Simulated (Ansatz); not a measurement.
MgO (started from an entry of an open crystallographic database), relaxed with r2SCAN in the plane-wave code Ansatz. Space group Fm-3m (No. 225), cubic; conventional cell a = 4.204 Å, 9.29 Å³ an atom. Mg has 6 O at 2.10 Å; O has 6 Mg at 2.10 Å.

The axes x, y and z are those of this cell:
```
Mg O
1.0
     0.00000    2.10217    2.10217
     2.10217    0.00000    2.10217
     2.10217    2.10217    0.00000
Mg O
1 1
Direct
  0.00000 0.00000 0.00000
  0.50000 0.50000 0.50000
```

Unstrained: The PBE gap is direct at Γ: 4.797 eV. The r2SCAN gap is direct at Γ: 5.685 eV. With HSE06 the gap is 6.541 eV and direct, at Γ. Meshes: PBE 10×10×10, r2SCAN 10×10×10, HSE06 8×8×8. Strains are changes of length per length. After each strain the atoms were relaxed again with r2SCAN within the symmetry that the strain leaves, so tilts or polar shifts that break it weren't tested; points keep the names that they have in the unstrained zone. Calculated for a static, non-magnetic cell.

(1) One strain changed the r2SCAN stress by xx +28.01, yy +28.01, zz +0.02 GPa (compression positive) and the gap by +0.615 eV (PBE), +0.635 eV (r2SCAN), +0.632 eV (HSE06). Which kind of strain was it, and roughly how large?

(2) Apply isotropic +3.54 % on every length. How far does the gap move, against the unstrained cell?

Results:

(1) Epitaxial -5.62 % in the xy plane, free normal strain +4.00 %. The pattern of the stress gives the kind; the size needs the stiffness, so it is an estimate.

(2) PBE: the gap goes from 4.797 to 3.843 eV (-0.954 eV). r2SCAN: the gap goes from 5.685 to 4.688 eV (-0.997 eV). HSE06: the gap goes from 6.541 to 5.489 eV (-1.052 eV). The r2SCAN energy rises by 48.9 meV an atom.

The meshes of the hybrids are coarse, so their gaps aren't converged to the digits shown.
